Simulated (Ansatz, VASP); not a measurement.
## TePb: 3 runs at one level of theory

The starting cell:

```
Pb Te
1.0
     0.00000    3.23100    3.23100
     3.23100    0.00000    3.23100
     3.23100    3.23100    0.00000
Pb Te
1 1
Direct
  0.00000 0.00000 0.00000
  0.50000 0.50000 0.50000
```

Alike in all runs: task relaxation of cell and atoms; functional PBE; dispersion D4; k mesh 7 × 7 × 7; occupations fermi-dirac, width 0.05 eV; no spin polarisation; no spin-orbit coupling.

| program and potentials | plane-wave cutoff (eV) | notes | equilibrium volume (Å³/atom) |
| --- | --- | --- | --- |
| Ansatz, Ansatz PAW | 420 | 15 valence electrons an atom on average | 33.89 |
| VASP, PBE PAW files Pb_d, Te, 600 eV | 600 | 10 valence electrons an atom on average | 33.88 |
| Ansatz, all-electron LAPW, scalar-relativistic | - | - | 33.90 |

The equilibrium volume spans 33.88 (VASP, PBE PAW files Pb_d, Te, 600 eV) to 33.90 Å³/atom (Ansatz, all-electron LAPW, scalar-relativistic), with all-electron results at 33.90. Relaxations stop with a little pressure left, so the last digit of a volume isn't settled.

The functional is the same throughout but for its coding, so the spread measures potentials, basis and numerics; runs on potential files found faulty are left out.
